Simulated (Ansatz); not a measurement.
# TiSi2: the cost of one run

Method: DFT PBE, scalar-relativistic, plane waves, PAW, in Ansatz 0.2.0.

2 further runs of the same task are left out: 2 set aside as unsound or not needed.

## 1. Starting point

Symmetry: Fddd, No. 70, orthorhombic system. Conventional cell: a = 4.808 Å, b = 8.270 Å, c = 8.559 Å, α = 90.00°, β = 90.00°, γ = 90.00°. Ti (site symmetry 222) has 10 Si at 2.56 to 2.79 Å in its first shell of neighbours. Si (site symmetry 2) has 5 Si at 2.53 to 2.80 Å and 5 Ti at 2.56 to 2.79 Å in its first shell of neighbours.

Structure file:

```cif
data_structure
_symmetry_space_group_name_H-M 'Fddd:1'
_symmetry_Int_Tables_number 70
_cell_length_a 4.8077
_cell_length_b 8.2704
_cell_length_c 8.5592
_cell_angle_alpha 90.000
_cell_angle_beta 90.000
_cell_angle_gamma 90.000
_cell_volume 340.33
loop_
_atom_site_label
_atom_site_type_symbol
_atom_site_symmetry_multiplicity
_atom_site_Wyckoff_symbol
_atom_site_fract_x
_atom_site_fract_y
_atom_site_fract_z
_atom_site_occupancy
Ti1 Ti 8 b 0.75000 0.25000 0.25000 1
Si1 Si 16 f 0.75000 0.58682 0.25000 1
```

This cell was relaxed beforehand with the same method: volume 14.18 Å³/atom, gap on the mesh none (metal).

The unstrained cell comes from an earlier run at this level (6 atoms, E(σ→0) -7545.9256 eV, gap none (metal)).

## 2. At -1.0 %

The input, input.yaml:

```yaml
crystal:
  lattice:
    - [-0.0224587692, 4.1068850757, 4.2902965993]
    - [2.4022889908, -0.0130557611, 4.2902965993]
    - [2.3798302216, 4.0938293146, 0.0]
  atoms:
    - { symbol: Ti, position: [0.75, 0.75, 0.75] }
    - { symbol: Ti, position: [0.5, 0.5, 0.5] }
    - { symbol: Si, position: [0.0868244589, 0.4131755411, 0.0868244589] }
    - { symbol: Si, position: [0.4131755411, 0.0868244589, 0.4131755411] }
    - { symbol: Si, position: [0.1631755411, 0.8368244589, 0.1631755411] }
    - { symbol: Si, position: [0.8368244589, 0.1631755411, 0.8368244589] }
basis:
  ecutwfc: 420
kpoints:
  mp_grid: { grid: [10, 10, 10] }
hamiltonian:
  xc: pbe
scf:
  occupations: { method: gaussian, width: 0.1 }
output:
  forces: true
  stress: true
  eigenvalues: true
relax:
  adjacent_minimum: "off"
  f_tol: 0.008
  max_steps: 40
  cell: { stress_tol: 0.015, fix: [c, angles] }
```

The run is started by

```
$ ansatz run input.yaml --threads 1 --pin off --max-ram 2560MiB --backend cpu --events-out ev --progress --plain --runs-dir out
```

Q: Estimate wall time and peak memory on 1 thread of Arm Neoverse V2, shared host.

About 4.7 min, with a peak of 1.1 GiB.
